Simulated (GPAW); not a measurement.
Runs of GPAW 26.7.0 on AlN. Symmetry: P6_3mc, No. 186, hexagonal system. Conventional cell: a = 3.113 Å, b = 3.113 Å, c = 4.981 Å, α = 90.00°, β = 90.00°, γ = 120.00°. Al (site symmetry 3m) is surrounded by 4 N at 1.89 Å. N (site symmetry 3m) is surrounded by 4 Al at 1.89 Å. 

| task | level | potentials or basis | cell | cutoff (eV) | eigensolver | optimizer | fmax | max steps | band path | gap on the mesh (eV) | pressure (GPa) | relaxed volume (Å³/atom) | largest force (eV/Å) |
| --- | --- | --- | --- | --- | --- | --- | --- | --- | --- | --- | --- | --- | --- |
| relaxation of cell and atoms | TPSS+D4 | GPAW PAW data sets (gpaw-data 1.2.1), pw | relaxed | 800 | davidson | LBFGS | 0.02 eV/Å | 100 | - | 4.29 | 0.0 | 10.29 | 0.01 |
| band structure | PBE | SG15 ONCV 1.2, pw | as given | 1100 | - | - | - | - | GMKGALHA,LM,KH | 4.23 | 3.1 | - | 0.13 |
| band structure | SOGGA | PAW data sets generated in the run's folder for this functional, pw | as given | 800 | - | - | - | - | GMKGALHA,LM,KH | (a) | 0.8 | - | 0.13 |
| relaxation of cell and atoms | BP86 | PAW data sets generated in the run's folder for this functional, pw | relaxed | 800 | - | LBFGS | 0.01 eV/Å | 40 | - | 4.08 | 0.0 | (b) | 0.01 |
| band structure | r2SCAN | GPAW PAW data sets (gpaw-data 1.2.1), pw | as given | 800 | - | - | - | - | GMKGALHA,LM,KH | 4.95 | -0.3 | - | 0.13 |
| relaxation of cell and atoms | PBE | GPAW PAW data sets (gpaw-data 1.2.1), pw | relaxed | 800 | - | BFGS | 0.01 eV/Å | 100 | - | 4.01 | 0.0 | 10.69 | 0.01 |
| band structure | MS2 | GPAW PAW data sets (gpaw-data 1.2.1), pw | as given | 800 | - | - | - | - | GMKGALHA,LM,KH | 4.59 | -0.1 | - | 0.12 |
| band structure | vdW-DF-cx | GPAW PAW data sets (gpaw-data 1.2.1), pw | as given | 800 | - | - | - | - | GMKGALHA,LM,KH | 4.29 | - | - | 0.14 |

Alike in all rows: no spin polarisation; k mesh 7 × 7 × 4; smearing fermi-dirac 0.05 eV.

Task: Estimate the missing entries.

Result: (a) 4.16; (b) 10.70.

Caveats: the PAW data sets were made with another functional, which shifts forces and pressure a little (some runs); later steps reuse the first step's grids (some runs); an odd mesh through Γ misses points on the zone boundary, where band edges often lie (some runs).

Not every run made on this cell is shown here.
